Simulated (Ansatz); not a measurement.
Input, command and steps of an Ansatz relaxation.

```yaml
crystal:
  lattice:
    - [-5.9003693594, 0.0, -2.8977716013]
    - [2.9501846797, 5.1098697569, -2.8977716013]
    - [2.9501846797, -5.1098697569, -2.8977716013]
  atoms:
    - { symbol: Ta, position: [0.6696948749, 0.3285453696, 0.4928025237] }
    - { symbol: Ta, position: [0.3385369018, 0.9974049083, 0.1745248318] }
    - { symbol: Ta, position: [0.5009555415, 0.1623535038, 0.8306723813] }
    - { symbol: Ta, position: [0.0068999353, 0.1709697715, 0.3326510788] }
    - { symbol: Ta, position: [0.1643999976, 0.330052097, 0.9993758199] }
    - { symbol: Ta, position: [0.8347799919, 0.9977696665, 0.6628299848] }
    - { symbol: Ta, position: [0.668594597, 0.8368194543, 0.0027745936] }
    - { symbol: Ta, position: [0.3345597602, 0.4983987127, 0.6681712871] }
    - { symbol: Ta, position: [0.1653144276, 0.8362831319, 0.4986999057] }
    - { symbol: Ta, position: [0.8356338704, 0.5002057972, 0.1709663349] }
    - { symbol: Ta, position: [0.0007247773, 0.6696800944, 0.8349413406] }
    - { symbol: "N", position: [0.9998336097, 0.4978927058, 0.5026677623] }
    - { symbol: "N", position: [0.6665406577, 0.1711839883, 0.1619780654] }
    - { symbol: "N", position: [0.8357469511, 0.3272744664, 0.8301023418] }
    - { symbol: "N", position: [0.3340232356, 0.3336255686, 0.334062675] }
    - { symbol: "N", position: [0.8352562202, 0.8333122612, 0.332279133] }
    - { symbol: "N", position: [0.500951332, 0.4988711583, 0.0043035024] }
    - { symbol: "N", position: [0.1634103133, 0.1662964543, 0.659249321] }
    - { symbol: "N", position: [0.9941981852, 0.9930715749, 0.9986622688] }
    - { symbol: "N", position: [0.6662485862, 0.667781586, 0.6657572841] }
    - { symbol: "N", position: [0.5020697215, 0.0018709863, 0.5007156867] }
    - { symbol: "N", position: [0.1627205528, 0.6615042489, 0.1595995093] }
    - { symbol: "N", position: [0.3374117431, 0.8351356832, 0.8297595683] }
  symmetry: { detect: false }
basis:
  ecutwfc: 420
kpoints:
  mp_grid: { grid: [2, 2, 2], shift: [0.5, 0.5, 0.5] }
hamiltonian:
  xc: pbe
scf:
  occupations: { method: gaussian, width: 0.1 }
  lower_state_search: "off"
output:
  forces: true
  stress: true
  eigenvalues: true
relax:
  adjacent_minimum: "off"
  f_tol: 0.04
  max_steps: 50
  cell: { stress_tol: 0.3 }
```

```bash
ansatz run input.yaml --threads 4 --pin off --max-ram 9216MiB --backend cpu --events-out ev --progress --plain --runs-dir out
```

These are results of Ansatz, DFT PBE, scalar-relativistic, plane waves, PAW, not measurements.

Of 5 frames 5 are shown, positions in Å and forces in eV/Å; the SCF threshold varies from step to step. Steps run on the plane waves of an earlier cell, with a Pulay correction in the pressure. The basis is chosen afresh for the last frame, the zero of the energies, and can be on the way; energy and pressure step there, also at an unchanged geometry.

```xyz
23
Lattice="-5.9004 0.0000 -2.8978 2.9502 5.1099 -2.8978 2.9502 -5.1099 -2.8978" Properties=species:S:1:pos:R:3:forces:R:3 pbc="T T T" step=1 free_energy_over_end_meV_per_atom=61.17 pressure_GPa=-6.09
Ta   -1.5283   -0.8393   -4.3207    2.7680   -0.3810   -0.6410
Ta    1.4599    4.2048   -4.3770    0.8140   -0.4290    0.6070
Ta   -0.0262   -3.4150   -4.3292    0.4860    1.3530   -0.6490
Ta    1.4451   -0.8262   -1.4794   -0.5860   -0.8540    0.8980
Ta    2.9520   -3.4202   -4.3288   -0.3670    0.2270   -2.8560
Ta   -0.0264    1.7115   -7.2310    0.3690   -0.1380    2.6180
Ta   -1.4680    4.2619   -4.3704   -1.1330   -1.6040    1.0220
Ta    1.4676   -0.8675   -4.3499   -1.7310    0.2840   -0.7770
Ta    2.9630    1.7250   -4.3475   -1.0710    0.7530    0.5370
Ta   -2.9505    1.6824   -4.3664    0.6990    2.1660    0.3310
Ta    4.4346   -0.8445   -4.3621    0.4150   -0.7570    0.7400
N    -2.9475   -0.0244   -5.7967   -0.2070    0.5440   -0.2320
N    -2.9499    0.0470   -2.8969   -0.1060   -0.7440   -0.0880
N    -1.5167   -2.5694   -5.7756    0.2510    0.1570   -0.1600
N    -0.0011   -0.0022   -2.9027   -0.3080   -1.0660    0.8670
N    -1.4896    2.5602   -5.7980   -0.9700    0.5390   -0.9670
N    -1.4713    2.5272   -2.9097   -1.0780    0.9410    1.0180
N     1.4713   -2.5189   -2.8658    0.0370   -0.6780   -0.5330
N     0.0098   -0.0286   -8.6525   -0.2910    0.6820   -0.6820
N     0.0031    0.0103   -5.7949   -0.0360   -1.3460   -0.8770
N    -1.4797   -2.5490   -2.9113    0.7070    0.6030   -0.5820
N     1.4623    2.5647   -2.8509    1.1540    0.2800    0.2670
N     2.9209    0.0275   -5.8022    0.1830   -0.5330    0.1390
23
Lattice="-5.9589 -0.0058 -2.8099 2.9820 5.1592 -2.8050 2.9731 -5.1553 -2.8071" Properties=species:S:1:pos:R:3:forces:R:3 pbc="T T T" step=2 free_energy_over_end_meV_per_atom=37.03 pressure_GPa=1.28
Ta   -1.3845   -0.8555   -4.2592   -2.4360    0.0280    1.4870
Ta    1.5192    4.2240   -4.1771   -0.7260    1.2030   -0.7910
Ta   -0.0137   -3.4293   -4.2378   -0.0350   -0.5880    1.1070
Ta    1.4371   -0.9016   -1.3919    1.1790    1.2040   -0.3270
Ta    2.9666   -3.4142   -4.3791   -0.0600   -0.4710    1.3480
Ta    0.0006    1.7365   -6.8545   -0.2050   -0.3850   -1.1840
Ta   -1.5479    4.2226   -4.2366    1.1870    1.3920    0.4450
Ta    1.3784   -0.8396   -4.1979    1.9400   -0.1470    0.0320
Ta    2.9310    1.7627   -4.2242    0.4510   -0.7950    0.3010
Ta   -2.9308    1.7916   -4.1681   -0.9990   -1.7690   -1.2460
Ta    4.4748   -0.8698   -4.1973   -0.8680    0.6200   -0.4370
N    -3.0054    0.0238   -5.5906    0.1480   -0.0130   -0.3290
N    -2.9401   -0.0411   -2.8256   -0.2270    0.1660    0.2340
N    -1.5807   -2.6271   -5.6165    0.6500    0.3950   -0.0210
N    -0.0271   -0.1202   -2.7388    0.0730    0.4870   -0.3930
N    -1.6154    2.6040   -5.6624    0.4790   -0.0390    0.3180
N    -1.5971    2.6774   -2.7478    0.4170   -0.5450   -0.3340
N     1.5217   -2.6164   -2.7996   -0.2490    0.2420   -0.1410
N    -0.0195    0.0806   -8.3989    0.0550   -0.6130   -0.3200
N     0.0122   -0.1106   -5.6850   -0.1610    0.4890    0.4300
N    -1.3918   -2.4847   -2.8601   -0.3020   -0.6360    0.0800
N     1.6106    2.6259   -2.7394   -0.5310   -0.1560   -0.3130
N     2.9207   -0.0091   -5.6199    0.2180   -0.0690    0.0550
23
Lattice="-5.8873 0.0015 -2.8507 2.9426 5.0973 -2.8513 2.9484 -5.1043 -2.8578" Properties=species:S:1:pos:R:3:forces:R:3 pbc="T T T" step=3 free_energy_over_end_meV_per_atom=-0.25 pressure_GPa=0.80
Ta   -1.4347   -0.8497   -4.2803    0.0110    0.0110    0.0760
Ta    1.4832    4.2031   -4.2741   -0.0240    0.0730   -0.0570
Ta   -0.0060   -3.3946   -4.2787   -0.0020    0.0370   -0.0240
Ta    1.4577   -0.8517   -1.4254   -0.0400   -0.1020   -0.0110
Ta    2.9397   -3.4037   -4.3783   -0.0290    0.0070   -0.0730
Ta   -0.0111    1.6930   -7.0313    0.0920    0.0760    0.0630
Ta   -1.5002    4.2061   -4.2764    0.0030    0.0400    0.0580
Ta    1.4159   -0.8491   -4.2777    0.0880    0.0140   -0.0480
Ta    2.9102    1.7344   -4.2795   -0.0260   -0.0200    0.0580
Ta   -2.9264    1.7356   -4.2737    0.0010    0.0370   -0.0440
Ta    4.4146   -0.8578   -4.2811    0.0650   -0.0650    0.0090
N    -2.9524    0.0183   -5.7047    0.0100    0.0300    0.0160
N    -2.9319   -0.0109   -2.8496   -0.0050    0.0070    0.0010
N    -1.5023   -2.5681   -5.7068   -0.0410   -0.0140    0.0270
N    -0.0111   -0.0775   -2.8122   -0.0510   -0.0630    0.0230
N    -1.5529    2.5853   -5.7417   -0.0160   -0.0160   -0.0240
N    -1.5475    2.5957   -2.8092   -0.0440   -0.0100    0.0510
N     1.4919   -2.5651   -2.8514   -0.0050   -0.0350   -0.0180
N    -0.0014    0.0244   -8.5570   -0.0620    0.0180   -0.0090
N    -0.0016   -0.0874   -5.7461   -0.0140    0.0070   -0.0280
N    -1.4163   -2.5077   -2.8894    0.0700    0.0050   -0.0630
N     1.5324    2.5845   -2.8085    0.0590    0.0020    0.0050
N     2.9215   -0.0124   -5.7066   -0.0400   -0.0400    0.0110
23
Lattice="-5.9009 -0.0004 -2.8519 2.9501 5.1099 -2.8505 2.9493 -5.1093 -2.8502" Properties=species:S:1:pos:R:3:forces:R:3 pbc="T T T" step=4 free_energy_over_end_meV_per_atom=-0.47 pressure_GPa=0.02
Ta   -1.4396   -0.8479   -4.2750   -0.0150   -0.0070    0.0100
Ta    1.4850    4.2173   -4.2730    0.0100    0.0120   -0.0100
Ta   -0.0101   -3.3961   -4.2742   -0.0050   -0.0020    0.0080
Ta    1.4567   -0.8561   -1.4229    0.0030    0.0070   -0.0030
Ta    2.9395   -3.4053   -4.3754    0.0070   -0.0070    0.0070
Ta   -0.0100    1.7041   -7.0236   -0.0090   -0.0030    0.0030
Ta   -1.5047    4.2177   -4.2751   -0.0070    0.0040   -0.0020
Ta    1.4192   -0.8473   -4.2736    0.0060   -0.0110    0.0090
Ta    2.9154    1.7408   -4.2742    0.0020    0.0200    0.0050
Ta   -2.9347    1.7409   -4.2740   -0.0110    0.0030   -0.0030
Ta    4.4235   -0.8553   -4.2730   -0.0050   -0.0010   -0.0060
N    -2.9612    0.0212   -5.6997    0.0060    0.0050   -0.0040
N    -2.9416   -0.0101   -2.8490   -0.0010   -0.0060   -0.0030
N    -1.5130   -2.5700   -5.6999    0.0060    0.0010    0.0030
N    -0.0155   -0.0814   -2.8081    0.0070   -0.0160    0.0060
N    -1.5590    2.5918   -5.7402   -0.0100    0.0080   -0.0090
N    -1.5536    2.6007   -2.8087   -0.0060    0.0090    0.0020
N     1.4922   -2.5699   -2.8482    0.0000    0.0030   -0.0060
N    -0.0115    0.0317   -8.5501    0.0090    0.0030   -0.0040
N    -0.0055   -0.0811   -5.7406    0.0030   -0.0150    0.0050
N    -1.4157   -2.5085   -2.8892    0.0020   -0.0010   -0.0060
N     1.5395    2.5925   -2.8072    0.0100    0.0000   -0.0030
N     2.9215   -0.0093   -5.6990   -0.0020   -0.0070    0.0010
23
Lattice="-5.9009 -0.0004 -2.8519 2.9501 5.1099 -2.8505 2.9493 -5.1093 -2.8502" Properties=species:S:1:pos:R:3:forces:R:3 pbc="T T T" step=5 free_energy_over_end_meV_per_atom=0.00 pressure_GPa=-0.05
Ta   -1.4396   -0.8479   -4.2750   -0.0150   -0.0070    0.0100
Ta    1.4850    4.2173   -4.2730    0.0110    0.0120   -0.0100
Ta   -0.0101   -3.3961   -4.2742   -0.0050   -0.0020    0.0080
Ta    1.4567   -0.8561   -1.4229    0.0030    0.0070   -0.0030
Ta    2.9395   -3.4053   -4.3754    0.0070   -0.0070    0.0070
Ta   -0.0100    1.7041   -7.0236   -0.0090   -0.0030    0.0030
Ta   -1.5047    4.2177   -4.2751   -0.0070    0.0040   -0.0020
Ta    1.4192   -0.8473   -4.2736    0.0060   -0.0110    0.0100
Ta    2.9154    1.7408   -4.2742    0.0020    0.0200    0.0050
Ta   -2.9347    1.7409   -4.2740   -0.0110    0.0030   -0.0030
Ta    4.4235   -0.8553   -4.2730   -0.0050   -0.0010   -0.0060
N    -2.9612    0.0212   -5.6997    0.0060    0.0050   -0.0040
N    -2.9416   -0.0101   -2.8490   -0.0010   -0.0060   -0.0030
N    -1.5130   -2.5700   -5.6999    0.0060    0.0010    0.0030
N    -0.0155   -0.0814   -2.8081    0.0070   -0.0160    0.0060
N    -1.5590    2.5918   -5.7402   -0.0100    0.0080   -0.0090
N    -1.5536    2.6007   -2.8087   -0.0060    0.0090    0.0020
N     1.4922   -2.5699   -2.8482    0.0000    0.0030   -0.0060
N    -0.0115    0.0317   -8.5501    0.0080    0.0040   -0.0040
N    -0.0055   -0.0811   -5.7406    0.0030   -0.0150    0.0050
N    -1.4157   -2.5085   -2.8892    0.0020   -0.0010   -0.0060
N     1.5395    2.5925   -2.8072    0.0100    0.0000   -0.0030
N     2.9215   -0.0093   -5.6990   -0.0020   -0.0070    0.0010
```

The run took 10 s on 4 threads of AMD EPYC 9R45 96-Core Processor (Zen 5) (shared host), peak memory 0.94 GiB.

The k mesh is coarse. Spin–orbit coupling is left out, which can shift energies with elements as heavy as these. Spin polarisation was left out, and a magnetic state may lie lower.